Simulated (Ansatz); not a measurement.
Zinc-blende InN (metastable phase) was calculated with PBE0 in Ansatz (PAW).

Input:

Ansatz 0.2 input:
```yaml
crystal:
  lattice:
    - [0.0, 2.5284491258, 2.5284491258]
    - [2.5284491258, 0.0, 2.5284491258]
    - [2.5284491258, 2.5284491258, 0.0]
  atoms:
    - { symbol: In, position: [0.0, 0.0, 0.0] }
    - { symbol: N, position: [0.25, 0.25, 0.25] }
basis:
  ecutwfc: 460
  ecutrho_ratio: 4
  xc_grid: 2
kpoints:
  mp_grid: { grid: [10, 10, 10] }
hamiltonian:
  xc: pbe0
  dispersion: none
  pseudopotentials: { kind: paw }
scf:
  occupations: { method: fermi_dirac, width: 0.01 }
  convergence: { dr2_threshold: 0.0000000002 }
output:
  forces: true
  stress: true
  eigenvalues: true
```

Output (set-up and result lines):

```
WARN output.stress: scf.exx.energy_threshold = 1e-6 eV is looser than the 2e-8 eV advised for a stress under a hybrid functional (1e-8 eV for each atom of the …
Crystal: 2 atoms, lattice volume = 32.329 Å³
Basis set: ecut = 460 eV, 725 PW (Γ), exchange–correlation on 54×54×54 points (8 copies of the dense FFT grid, shifted against one another)
Bands: 13, of which v1, the nominal top of the filled ones, is band 9 counted from 1 (8 counted from 0)
Symmetry: 24 space group operations
Space group: F-43m (ITA 216), of the structure as read, at distance tolerance 3.2e-5 Å
k-points: 47 of 1000 (time reversal used)
Functional: x = pbe(κ = 0.804, μ = 0.2195149727645171), c = pbe(β = 0.06672455060314922), warm-up for x = 0.75 pbe(κ = 0.804, μ = 0.2195149727645171) + 0.25 exact, c = pbe(β = 0.06672455060314922)
SCF iter   1: F=—  HF=-5981.611187 eV  |F-HF|=—  |Δ(HF+E_count)|=         —  Δρ=2.96e-3  dr2=4.14e-3
SCF iter   2: F=—  HF=-5981.610860 eV  |F-HF|=—  |Δ(HF+E_count)|=   3.27e-4  Δρ=1.18e-3  dr2=5.98e-4
  ...
SCF 1 converged in 6 iterations: F = -5981.610856 eV  dr2 = 1.94e-10
Crystal: 2 atoms, lattice volume = 32.329 Å³
Initial density: handed on by an earlier stage of this run
Functional: x = 0.75 pbe(κ = 0.804, μ = 0.2195149727645171) + 0.25 exact, c = pbe(β = 0.06672455060314922)
SCF 2 converged in 8 iterations: F = -5984.722817 eV  dr2 = 1.69e-10
Crystal: 2 atoms, lattice volume = 32.329 Å³
Crystal: 2 atoms, lattice volume = 32.329 Å³
SCF iter  10: F=—  HF=-5984.734565 eV  |F-HF|=—  |Δ(HF+E_count)|=  4.90e-10  Δρ=2.40e-6  dr2=2.15e-9
SCF iter  11: F=-5984.734565 eV  HF=-5984.734565 eV  |F-HF|=1.09e-11  |Δ(HF+E_count)|=  5.58e-10  Δρ=2.96e-7  dr2=2.52e-11
SCF 4 converged in 11 iterations: F = -5984.734565 eV  dr2 = 2.52e-11
Free energy (F): -5984.734565 eV
Internal energy: -5984.734565 eV  (E = F + TS)
E sigma→0 (E₀):  -5984.734565 eV
Fermi energy:    8.323757 eV
--- Forces (eV/Å), atoms counted from 1 ---
  atom   1  In     0.00000000    -0.00000000    -0.00000000
  atom   2  N     -0.00000000     0.00000000     0.00000000
--- Stress (GPa, compression-positive) ---
       -5.879318      -0.000000      -0.000000
       -0.000000      -5.879318       0.000000
       -0.000000       0.000000      -5.879318
  P = ⅓ Tr σ = -5.8793 GPa (-58.793 kbar)
```

The cell is one volume of an energy–volume scan, off the minimum.

The PAW data were made under PBE.

Computing time: about 2.9 core-minutes (a rough figure).

Ansatz is an electronic-structure program.
